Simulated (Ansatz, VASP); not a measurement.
## Ir2O3 in VASP and in Ansatz

```
CELL_PARAMETERS angstrom
4.58633 0.00000 0.00000
0.00000 4.58633 0.00000
0.00000 0.00000 4.58633
ATOMIC_POSITIONS crystal
Ir 0.25000 0.25000 0.25000
Ir 0.25000 0.75000 0.75000
Ir 0.75000 0.75000 0.25000
Ir 0.75000 0.25000 0.75000
O 0.50000 0.00000 0.00000
O 0.50000 0.00000 0.50000
O 0.00000 0.50000 0.00000
O 0.50000 0.50000 0.00000
O 0.00000 0.50000 0.50000
O 0.00000 0.00000 0.50000
```

Change from the starting cell: species swapped into the Ag2O3 type (Pn-3m, No. 224).

Alike in both runs: task relaxation of cell and atoms; functional PBE; k mesh 3 × 3 × 3; occupations gaussian, width 0.15 eV; collinear spin.

|  | VASP | Ansatz |
| --- | --- | --- |
| version | VASP 6.6.1 | Ansatz 0.2.0 |
| potentials or method | VASP PAW PBE potentials, release 64 (Ir, O) | scalar-relativistic, plane waves, PAW |
| plane-wave cutoff (eV) | 600 | 420 |
| valence electrons in the cell | 72 | 104 |

|  | VASP | Ansatz | Ansatz less VASP |
| --- | --- | --- | --- |
| gap on the k mesh at the Fermi level, each at its own relaxed structure (eV) | 0.19 | 0.27 | +0.075 |
| net moment per atom (μB) | 0.00 | 0.00 | 0.000 |
| relaxed volume (Å³/atom) | 11.21 | 11.09 | -0.115 |
| relaxed cell length with the largest relative difference (Å) | 4.821 | 4.805 | -0.0166 |
| energy change over the relaxation (meV/atom) | -222 | -199 | +23.1 |

The two sets of potentials don't hold the same shells in valence. Ansatz warned: «seeded_moment_not_kept».

Caveats: the k mesh is coarse (spacing up to 0.46 Å⁻¹), so the values aren't converged; the volume moved by over 15 % at a fixed basis, so the end points are rough; spin-orbit coupling is left out, which moves the levels of the heavy elements; an odd mesh through Γ misses points on the zone boundary, where band edges often lie.
